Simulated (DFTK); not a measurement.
**ZrO2 under changes of volume**

One of the cells (10.990 Å³/atom); the others are scaled copies at fixed shape and fractional positions:

```
Zr O
1.0
     0.00000    2.54507    2.54507
     2.54507    0.00000    2.54507
     2.54507    2.54507    0.00000
Zr O
1 2
Cartesian
  0.0000 0.0000 0.0000
  3.8176 3.8176 3.8176
  1.2725 1.2725 1.2725
```

Measurements of this composition are mostly on another form, of space group No. 14.

```yaml
Program: DFTK 0.8.2
Functional: PBE
Potentials_or_basis: dojo.nc.sr.pbe.v0_4_1.standard.upf (PBE)
Cutoff: 1143 eV
k_mesh: 9 × 9 × 9
Occupations: fermi-dirac, width 0.05 eV
Spin: no spin polarisation
```

```tsv
volume (Å³/atom)	energy over the lowest point (meV/atom)	pressure (GPa)	gap on the mesh (eV)
10.331	?	?	?
10.551	25.00	14.4	3.53
10.770	9.29	8.5	3.47
10.990	1.21	3.3	3.42
11.210	0.00	-1.5	3.36
11.430	4.99	-5.8	3.30
11.650	15.57	-9.7	3.25
```

What does the run at 10.331 Å³/atom give?

Energy over the lowest point 49.15 meV/atom; pressure 20.9 GPa; gap on the mesh 3.59 eV.

Worked out: A Birch-Murnaghan fit of order 3 (a polynomial in V^(-2/3)) to the other rows has its minimum at 11.14 Å³/atom with B0 = V·E''(V) = 236 GPa and B' = 4.4. It gives 49.31 meV/atom at 10.331 Å³/atom, against the run's 49.15, and -dE/dV = 21.1 GPa, against 20.9. A straight line through the other rows of the gap, of slope -2.84 eV per unit of ln V, extrapolates to 3.59 eV, against the run's 3.59.

Energies are extrapolated to zero smearing.

Caveats: an odd mesh through Γ misses points on the zone boundary, where band edges often lie. Spin-orbit coupling on Zr is left out.
